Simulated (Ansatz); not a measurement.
# SrCl2 (Fm-3m) in Ansatz: convergence with ecutrho ratio

Aim: find how far ecutrho ratio must go before the results for SrCl2 settle, at PBE. This setting moves, with any that are tied to it; all else stays.

Program: Ansatz 0.2.0. These are calculated values, not measurements. Logs are shortened: lines on timing, memory, paths and dates and some standing lists are left out, and cuts for length are marked.

## (1) Starting point

Symmetry: Fm-3m, No. 225, cubic system. The conventional cell has a = 6.977 Å, b = 6.977 Å, c = 6.977 Å, α = 90.00°, β = 90.00°, γ = 90.00°. Around Sr (site symmetry m-3m) lie 8 Cl at 3.02 Å. Cl (site symmetry -43m) is surrounded by 4 Sr at 3.02 Å.

## (2) With ecutrho ratio 4

input.yaml reads:

```yaml
crystal:
  lattice:
    - [0.0, 3.48835, 3.48835]
    - [3.48835, 0.0, 3.48835]
    - [3.48835, 3.48835, 0.0]
  atoms:
    - { symbol: Sr, position: [0.0, 0.0, 0.0] }
    - { symbol: Cl, position: [0.75, 0.75, 0.75] }
    - { symbol: Cl, position: [0.25, 0.25, 0.25] }
hamiltonian:
  xc: pbe
  pseudopotentials: { kind: paw_fr }
magnetization:
  noncollinear: true
  spin_orbit: true
kpoints:
  mp_grid: { grid: [6, 6, 6] }
scf:
  occupations: { method: gaussian, width: 0.05 }
output:
  forces: true
  stress: true
  eigenvalues: true
basis:
  ecutrho_ratio: 4
```

Potentials or basis: Ansatz PAW.

Launch:

```sh
$ ansatz run input.yaml --threads 2 --pin off --max-ram 5632MiB --backend cpu --events-out ev --progress --plain --runs-dir out
```

Wall time 3.3 s (2 threads of Arm Neoverse V2, shared host); peak memory 0.45 GiB.

What came out:

```
Free energy            : -5711.3550 eV
Pressure               : 1.0 GPa
Band gap on the k mesh : 5.34 eV, indirect (least direct gap 5.51 eV)
```

## (3) With ecutrho ratio 5

input.yaml, as its differences from that of step 2:

```diff
@@ -24,2 +24,2 @@
 basis:
-  ecutrho_ratio: 4
+  ecutrho_ratio: 5
```

Potentials or basis: Ansatz PAW.

Launch:

```sh
$ ansatz run input.yaml --threads 2 --pin off --max-ram 5632MiB --backend cpu --events-out ev --progress --plain --runs-dir out
```

Run time: 3.4 s. Hardware: 2 threads of Arm Neoverse V2, shared host; peak memory 0.47 GiB.

What came out:

```
Free energy            : -5711.3550 eV
Pressure               : 1.0 GPa
Band gap on the k mesh : 5.34 eV, indirect (least direct gap 5.51 eV)
```

## (4) With ecutrho ratio 6

input.yaml, as its differences from that of step 3:

```diff
@@ -24,2 +24,2 @@
 basis:
-  ecutrho_ratio: 5
+  ecutrho_ratio: 6
```

Launch:

```sh
$ ansatz run input.yaml --threads 2 --pin off --max-ram 5632MiB --backend cpu --events-out ev --progress --plain --runs-dir out
```

It took 3.5 s on 2 threads of Arm Neoverse V2, shared host; peak memory 0.51 GiB.

Results:

- Free energy: -5711.3550 eV
- Pressure: 1.0 GPa
- Band gap on the k mesh: 5.34 eV, indirect (least direct gap 5.51 eV)

## (5) With ecutrho ratio 8

input.yaml, as its differences from that of step 4:

```diff
@@ -24,2 +24,2 @@
 basis:
-  ecutrho_ratio: 6
+  ecutrho_ratio: 8
```

Launch:

```sh
$ ansatz run input.yaml --threads 2 --pin off --max-ram 5632MiB --backend cpu --events-out ev --progress --plain --runs-dir out
```

Wall time 3.6 s (2 threads of Arm Neoverse V2, shared host); peak memory 0.54 GiB.

It converged, with:

```yaml
Free_energy: -5711.3550 eV
Pressure: 1.0 GPa
Band_gap_on_the_k_mesh: 5.34 eV, indirect (least direct gap 5.51 eV)
```

## (6) With ecutrho ratio 10

input.yaml, as its differences from that of step 5:

```diff
@@ -24,2 +24,2 @@
 basis:
-  ecutrho_ratio: 8
+  ecutrho_ratio: 10
```

Potentials or basis: Ansatz PAW.

Launch:

```sh
$ ansatz run input.yaml --threads 2 --pin off --max-ram 5632MiB --backend cpu --events-out ev --progress --plain --runs-dir out
```

Wall time 3.9 s (2 threads of Arm Neoverse V2, shared host); peak memory 0.61 GiB.

It converged, with:

| Item | Value |
| --- | --- |
| Free energy | -5711.3550 eV |
| Pressure | 1.0 GPa |
| Band gap on the k mesh | 5.34 eV, indirect (least direct gap 5.51 eV) |

## (7) With ecutrho ratio 12

input.yaml, as its differences from that of step 6:

```diff
@@ -24,2 +24,2 @@
 basis:
-  ecutrho_ratio: 10
+  ecutrho_ratio: 12
```

Potentials or basis: Ansatz PAW.

Launch:

```sh
$ ansatz run input.yaml --threads 2 --pin off --max-ram 5632MiB --backend cpu --events-out ev --progress --plain --runs-dir out
```

The program printed:

```text
Warning: RAYON_NUM_THREADS=2 ignored (pool sized by the plan → 2); use --threads N
Engine: ansatz 0.2.0, aarch64-unknown-linux-gnu
Pseudopotentials: kind: paw_fr
Pseudopotential: Sr, paw_fr, valence charge 10, recommended cutoff 420 eV (normal), Sr.paw.azcp#standard-fr
Pseudopotential: Cl, paw_fr, valence charge 7, recommended cutoff 420 eV (normal), Cl.paw.azcp#standard-fr
Functional definition: PBE
  parameter kappa = 0.804
  parameter beta = 0.06672455060314922
  exchange = pbe_x(kappa = kappa, mu = beta*pi^2/3)
  correlation = pbe_c(beta = beta)
non-collinear run that drives no moment, with spin-orbit: no starting moment large enough to seed its density (crystal.atoms[].spin), no starting occupations that ask for one, no magnetisation constraint and no magnetic field, so the semilocal B_xc is pinned to zero
Crystal: 3 atoms, lattice volume = 84.897 Å³
Basis set: ecut = 420 eV, 1639 PW (Γ), exchange–correlation on 120×120×120 points (8 copies of the dense FFT grid, shifted against one another)
Bands: 32, of which v1, the nominal top of the filled ones, is band 24 counted from 1 (23 counted from 0)
Symmetry: 48 space group operations + 48 with time reversal
Magnetic group: BNS 225.117 (UNI 1619), of the structure as read, at distance tolerance 4.4e-5 Å
k-points: 16 of 216
Projection manifold: j_resolved (fully-relativistic pseudo-atomic orbitals)
Non-local potential: Sr, projectors of the file, l = 0: 3, l = 1: 4, l = 2: 4
Non-local potential: Cl, projectors of the file, l = 0: 2, l = 1: 4, l = 2: 4
PAW form: soft (Blöchl's): semilocal exchange-correlation on the pseudo side does not see the compensation charge
PAW one-centre angular grid: Sr, 110 points (default); XC on 64 Gauss nodes
PAW one-centre angular grid: Cl, 110 points (default); XC on 64 Gauss nodes
Initial density: superposition of atomic densities (chi_scale 0.1, normalization cell, long waves kept (reshape's long-wave potential 0.00 eV rms))
[... 17 lines left out ...]
  site 2: m = (+0.0000, +0.0000, +0.0000) μB, |m| = 0.0000 μB  (R = 1.25 Å)
Free energy (F): -5711.355027 eV
Harris-Foulkes:  -5711.355027 eV  (|F-HF|=2.94e-9)
Internal energy: -5711.355027 eV  (E = F + TS)
E sigma→0 (E₀):  -5711.355027 eV
Fermi energy:    5.771377 eV
--- Per-component energies (eV) ---
  E_band       = -147.038730
  E_kinetic    = 568.628164
  E_local      = -1182.162383  (includes V_loc(G=0)·N_el)
  E_nonlocal   = 258.876238
  E_hartree    = 325.133581
  E_xc         = -389.041706
  E_vxc        = -408.007532  (∫ρ·V_xc dr)
  E_paw        = -4014.021286  (= ΣΔE_a)
  E_vpaw       = -34.639699  (= ΣTr[D̂ρ^β])
  E_aug_tail   = 0.000000  (compensation charges beyond the density's cutoff)
  E_ewald      = -1278.767635
  E_smearing   = -0.000000  (= −TS)
  E_closure    = -0.000000  (closes the sum)
  Σ components = -5711.355027   (vs F -5711.355027, Δ=0.00e0)
--- Forces (eV/Å), atoms counted from 1 ---
  atom   1  Sr    -0.00000000     0.00000000    -0.00000000
  atom   2  Cl     0.00000000    -0.00000000    -0.00000000
  atom   3  Cl    -0.00000000     0.00000000    -0.00000000
  max |Σ_I F_I| component: 1.45e-18 eV/Å
--- Stress (GPa, compression-positive) ---
        0.987222       0.000000      -0.000000
        0.000000       0.987222       0.000000
       -0.000000      -0.000000       0.987222
  P = ⅓ Tr σ = 0.9872 GPa (9.872 kbar)
--- Band table (eV; the first three rows and the last of 16) ---
  k-point 0: bands = ["-29.7140", "-29.7140", "-12.4968", "-12.4968", "-11.3507", "-11.3507", "-11.3507", "-11.3507", "-10.2001", "-10.2001", "-9.3521", "-9.3521", "0.9182", "0.9182", "1.0119", "1.0119", "1.0119", "1.0119", "2.6679", "2.6679", "2.8125", "2.8125", "2.8125", "2.8125", "8.4424", "8.4424", "9.2025", "9.2025", "9.2025", "9.2025", "11.9692", "11.9692"]
  k-point 1: bands = ["-29.7132", "-29.7132", "-12.5185", "-12.5185", "-11.4314", "-11.4314", "-11.3545", "-11.3545", "-10.0390", "-10.0390", "-9.4079", "-9.4079", "1.0357", "1.0357", "1.1142", "1.1142", "1.1789", "1.1789", "2.4276", "2.4276", "2.5958", "2.5958", "2.6636", "2.6636", "9.0331", "9.0331", "9.4069", "9.4069", "9.4143", "9.4143", "11.0994", "11.0994"]
  k-point 2: bands = ["-29.7116", "-29.7116", "-12.5618", "-12.5618", "-11.5429", "-11.5429", "-11.3621", "-11.3621", "-9.8255", "-9.8255", "-9.4518", "-9.4518", "1.2956", "1.2956", "1.3713", "1.3713", "1.5231", "1.5231", "1.9298", "1.9298", "2.2473", "2.2473", "2.3346", "2.3346", "9.7213", "9.7213", "9.7434", "9.7434", "9.9381", "9.9381", "11.1044", "11.1044"]
  k-point 15: bands = ["-29.7097", "-29.7097", "-12.6040", "-12.6040", "-11.6147", "-11.6147", "-11.4373", "-11.4373", "-9.5938", "-9.5938", "-9.4570", "-9.4570", "0.5237", "0.5237", "1.0063", "1.0063", "1.5456", "1.5456", "2.2712", "2.2712", "2.7652", "2.7652", "3.0302", "3.0302", "9.0687", "9.0687", "10.2106", "10.2106", "10.3722", "10.3722", "10.5331", "10.5331"]
```

Run time: 4 s. Hardware: 2 threads of Arm Neoverse V2, shared host; peak memory 0.7 GiB.

What came out:

```yaml
Free_energy: -5711.3550 eV
Pressure: 1.0 GPa
Band_gap_on_the_k_mesh: 5.34 eV, indirect (least direct gap 5.51 eV)
```

## (8) The series at a glance

| ecutrho ratio | energy less the tightest run, at zero smearing (meV/atom) | SCF cycles | CPU time (s) | peak memory (GiB) |
| --- | --- | --- | --- | --- |
| 4 | 0.00 | 7 | 6.4 | 0.45 |
| 5 | 0.00 | 7 | 6.6 | 0.47 |
| 6 | 0.00 | 7 | 6.8 | 0.51 |
| 8 | 0.00 | 7 | 7 | 0.54 |
| 10 | 0.00 | 7 | 7.5 | 0.61 |
| 12 | 0.00 | 7 | 7.8 | 0.7 |

Against the tightest run, the energy stays within 1 meV/atom from 4 on. The tightest run that finished is the yardstick and may itself not be fully converged.
